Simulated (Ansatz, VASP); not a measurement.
Given: the input of a run of Ansatz 0.2.0 on Pb.

input.yaml

```yaml
crystal:
  lattice:
    - [-0.005296, 2.42953, 2.467088]
    - [2.526235, 0.013056, 2.448212]
    - [2.537034, 2.422237, 0.001344]
  atoms:
    - { symbol: Pb, position: [-0.007691, 0.005807, -0.006251] }
kpoints:
  mp_grid: { grid: [9, 9, 9] }
scf:
  occupations: { method: fermi_dirac, width: 0.05 }
hamiltonian:
  xc: pbe
  pseudopotentials: { kind: all_electron, lapw: { basis_error: 0.001 } }
output:
  forces: true
  stress: true
  eigenvalues: true
  populations: true
```

Potentials or basis: all-electron LAPW, scalar-relativistic.

Run with:

```console
$ ansatz run input.yaml --threads 1 --pin off --max-ram 3072MiB --backend cpu --events-out ev --progress --plain --runs-dir out
```

Question: Translate it to VASP 6.6.1. Potentials there: VASP PAW PBE potentials, release 64 (Pb_d).

Answer: As run (the cutoff follows the program's own potentials):

File INCAR:

```
SYSTEM = Pb
PREC = Accurate
ENCUT = 520
EDIFF = 1E-6
ISMEAR = -1
SIGMA = 0.05
LREAL = .False.
LASPH = .True.
NELM = 60
ALGO = Fast
ISIF = 2
LWAVE = .False.
LCHARG = .False.
GGA = PE
NBANDS = 13
```

KPOINTS

```
Automatic mesh
0
Gamma
  9 9 9
  0 0 0
```

POSCAR

```
Pb
1.0
   -0.0052960000      2.4295300000      2.4670880000
    2.5262350000      0.0130560000      2.4482120000
    2.5370340000      2.4222370000      0.0013440000
Pb
1
Direct
   -0.0076910000      0.0058070000     -0.0062510000
```

Potentials or basis: VASP PAW PBE potentials, release 64 (Pb_d).

Command:

```console
$ cat potpaw_PBE.64/Pb_d/POTCAR > POTCAR
$ mpirun -np 1 vasp_std > vasp.out
```

Both were run:

|  | VASP | Ansatz | Ansatz less VASP |
| --- | --- | --- | --- |
| gap on the k mesh at the Fermi level (eV) | none | none | - |
| pressure (GPa) | 2.6 | 2.7 | +0.04 |
| largest component of the traceless stress (GPa) | 0.73 | 0.72 | -0.003 |

A gap of «none» marks a metal or a gap that the smearing closes. Ansatz ran all-electron here, so the differences hold the error of VASP's frozen core and of both bases.

Spin-orbit coupling is left out, which matters for the levels of Pb.
